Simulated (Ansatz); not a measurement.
GaP:

```
CELL_PARAMETERS angstrom
0.00000 2.72525 2.72525
2.72525 0.00000 2.72525
2.72525 2.72525 0.00000
ATOMIC_POSITIONS crystal
Ga 0.00000 0.00000 0.00000
P 0.75000 0.75000 0.75000
```

Base run:

- Program: Ansatz 0.2.0
- Functional: HSE06
- Potentials or basis: all-electron PAW datasets made for the crystal
- Cutoff: 270 eV (chosen from the basis error)
- k mesh: 6 × 6 × 6
- Occupations: fermi-dirac, width 0.05 eV
- Spin: no spin polarisation

Its results: band gap on the k mesh 2.29 eV, indirect (least direct gap 2.81 eV); pressure 0.7 GPa.

Problem. The run is repeated on the same cell with these changes: functional from HSE06 to PBE0. What comes out?

Solution. Band gap on the k mesh 2.96 eV, indirect (least direct gap 3.45 eV); pressure 0.5 GPa.

A k mesh can miss the band edges.
